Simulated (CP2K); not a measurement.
MgS (Niningerite):

```
S Mg
1.0
     3.67929    0.00000    0.00000
     1.83964    3.18636    0.00000
     1.83964    1.06212    3.00413
S Mg
1 1
Direct
  0.50000 0.50000 0.50000
  0.00000 0.00000 0.00000
```

Base run:

| Property | Result |
| --- | --- |
| Program | CP2K 2026.2 |
| Functional | revPBE |
| Potentials or basis | POTENTIAL_UZH S GTH-PBE-q6, Mg GTH-PBE-q10; TZVP-MOLOPT-PBE-GTH basis |
| Density cutoff | 19048 eV |
| k mesh | 9 × 9 × 9 |
| Occupations | fermi-dirac, width 0.05 eV |
| Spin | no spin polarisation |

Its results: band gap on the k mesh 3.00 eV, indirect (least direct gap 3.78 eV); pressure 4.2 GPa.

**Question.** After a change of settings the same cell gave: band gap on the k mesh 2.85 eV, indirect (least direct gap 3.64 eV); pressure 2.7 GPa. Which change was it?
A. functional from revPBE to PBE; eps_default from 1.0E-10 to 1.0E-9
B. functional from revPBE to RPBE; occupations from fermi-dirac, width 0.05 eV to gaussian, width 0.1 eV
C. functional from revPBE to PBEsol; ngrids from 5 to 4; potential files from those of the base run to others of the same set

**Answer.** A.

Caveats: the mesh misses the band edges, which the band path finds closer together; the basis of atomic orbitals isn't converged, which shifts pressures, moduli and gaps; the potentials were made for another functional, which shifts forces and pressure (some runs).

Not every run made on this cell is shown here.
